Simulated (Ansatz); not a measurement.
CdS (Hawleyite): equation of state with PBEsol

CdS (Hawleyite):

```xyz
2
Lattice="0.0000 2.9165 2.9165 2.9165 0.0000 2.9165 2.9165 2.9165 0.0000" Properties=species:S:1:pos:R:3 pbc="T T T"
Cd    0.0000    0.0000    0.0000
S     4.3748    4.3748    4.3748
```

| Quantity | Value |
| --- | --- |
| Program | Ansatz 0.2.0 |
| Task | equation of state |
| Functional | PBEsol |
| Potentials or basis | all-electron LAPW, scalar-relativistic |
| Basis error allowed | 0.0005 eV/atom |
| k mesh | 8 × 8 × 8 |
| Occupations | fermi-dirac, width 0.05 eV |
| Spin | no spin polarisation |

```yaml
Equilibrium_volume: 24.71 Å³/atom
Bulk_modulus: 61 GPa
Pressure_derivative_of_the_bulk_modulus: 4.6
```

Energy against volume, from the lowest point:
| volume (Å³/atom) | energy (meV/atom) |
| --- | --- |
| 23.319 | 16.56 |
| 23.815 | 6.53 |
| 24.312 | 1.17 |
| 24.808 | 0.00 |
| 25.304 | 2.56 |
| 25.800 | 8.47 |
| 26.296 | 17.35 |

All runs of the series together: 100 s on 1 thread of Arm Neoverse V1 (shared host).
